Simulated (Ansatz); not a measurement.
## Compressing TaC

The calculation used DFT PBEsol, scalar-relativistic, plane waves, PAW in Ansatz 0.2.0. (420 eV cutoff, 16×16×16 k-mesh, Gaussian smearing of 0.10 eV, no spin polarisation)

Starting point, cell and atoms relaxed:

```
CELL_PARAMETERS angstrom
0.00000 2.21992 2.21992
2.21992 0.00000 2.21992
2.21992 2.21992 0.00000
ATOMIC_POSITIONS crystal
Ta 0.00000 0.00000 0.00000
C 0.50000 0.50000 0.50000
```

Cell and atoms are relaxed at each pressure within the symmetry of the start, at zero temperature, so transitions that lower the symmetry aren't seen. The k-mesh given is that at zero pressure and may differ at others. a, b and c are the lengths of the cell vectors above.

Spin–orbit coupling is left out, which can shift energies with elements as heavy as these.

| P (GPa) | V (Å³/atom) | V/V0 | a (Å) | b (Å) | c (Å) |
| --- | --- | --- | --- | --- | --- |
| -3 | 11.04 | 1.009 | 3.149 | 3.149 | 3.149 |
| 0 | 10.94 | 1.000 | 3.139 | 3.139 | 3.139 |
| 3 | 10.84 | 0.991 | 3.130 | 3.130 | 3.130 |
| 8 | 10.70 | 0.978 | 3.116 | 3.116 | 3.116 |
| 15 | 10.51 | 0.961 | 3.098 | 3.098 | 3.098 |
| 30 | 10.15 | 0.928 | 3.062 | 3.062 | 3.062 |
| 60 | 9.58 | 0.876 | 3.004 | 3.004 | 3.004 |

(1) What bulk modulus and pressure derivative fit these points?

Answers

(1) A third-order Birch–Murnaghan fit gives B0 = 344 GPa and B0' = 4.2.